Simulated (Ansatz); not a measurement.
**C: a tetragonal deformation path**

The task here is to estimate one member of a computed series from the others.

Method: DFT PBEsol, scalar-relativistic, plane waves, PAW, in Ansatz 0.2.0.

1 further run of the same task is left out (set aside as unsound or not needed).

## Starting point

The structure is cubic, space group Fd-3m (No. 227). Conventional cell: a = 3.554 Å, b = 3.554 Å, c = 3.554 Å, α = 90.00°, β = 90.00°, γ = 90.00°. Around C (site symmetry -43m) lie 4 C at 1.54 Å.

Coordinates:

```cif
data_structure
_symmetry_space_group_name_H-M 'Fd-3m:1'
_symmetry_Int_Tables_number 227
_cell_length_a 3.5538
_cell_length_b 3.5538
_cell_length_c 3.5538
_cell_angle_alpha 90.000
_cell_angle_beta 90.000
_cell_angle_gamma 90.000
_cell_volume 44.88
loop_
_atom_site_label
_atom_site_type_symbol
_atom_site_symmetry_multiplicity
_atom_site_Wyckoff_symbol
_atom_site_fract_x
_atom_site_fract_y
_atom_site_fract_z
_atom_site_occupancy
C1 C 8 a 0.50000 0.00000 0.50000 1
```

This cell was relaxed beforehand with the same method: volume 5.61 Å³/atom, gap on the mesh 4.07 eV.

Set-up of the first run:

Contents of input.yaml:

```yaml
crystal:
  lattice:
    - [0.0, 1.7769046139, 1.7769046139]
    - [1.7769046139, 0.0, 1.7769046139]
    - [1.7769046139, 1.7769046139, 0.0]
  atoms:
    - { symbol: C, position: [0.5, 0.5, 0.5] }
    - { symbol: C, position: [0.75, 0.75, 0.75] }
basis:
  ecutwfc: 420
kpoints:
  mp_grid: { grid: [12, 12, 12] }
hamiltonian:
  xc: pbesol
scf:
  occupations: { method: gaussian, width: 0.05 }
output:
  forces: true
  stress: true
  eigenvalues: true
```

Among the steps run: The undisturbed cell; At ρ = 0.707; Point ρ = 1.414; Point ρ = 0.850; ρ = 1.200; Point ρ = 0.780; Point ρ = 1.300; At ρ = 0.920; At ρ = 1.100; Point ρ = 0.650; ρ = 1.500; ρ = 0.960; ρ = 1.050.

One table of the session follows, with a row left open; its other results are not shown here.

It belongs to the step «The scan collected». Collected from the runs (energy zero: the undisturbed cell):

| ρ | ΔE (meV/atom) | pressure (GPa) | gap on the mesh (eV) |
| --- | --- | --- | --- |
| 0.650 | 1317.8 | -1.1 | 0.00 |
| 0.707 | 949.0 | -0.4 | 0.00 |
| 0.780 | 548.1 | 0.3 | 0.00 |
| 0.850 | 254.0 | 0.2 | 0.17 |
| 0.920 | 71.1 | 0.1 | 2.00 |
| 0.960 | 17.6 | 0.0 | 3.04 |
| 1.000 | 0.0 | 0.0 | 4.07 |
| 1.050 | 26.8 | 0.1 | 3.44 |
| 1.100 | 105.1 | 0.2 | 2.87 |
| 1.200 | 404.0 | 1.2 | 1.76 |
| 1.300 | ? | ? | ? |
| 1.414 | 1563.4 | 5.9 | 0.00 |
| 1.500 | 2112.3 | 8.2 | 0.00 |

Q: Estimate the row for ρ = 1.300 from the others.

Worked estimate for «ΔE (meV/atom)». A straight line through the neighbours (1.200, 404.0) and (1.414, 1563.4) gives 404.0 + (1563.4 − 404.0) × (1.300 − 1.200) / (1.414 − 1.200) = 945.8; a parabola fitted to 4 rows on both sides gives 880.8.

The run gave: ΔE (meV/atom): 870.0; pressure (GPa): 2.9; gap on the mesh (eV): 0.75. In «ΔE (meV/atom)» the line misses by +75.8 and the parabola by +10.8.

Where the gap reads zero, the mesh chosen for the insulator is on the coarse side.
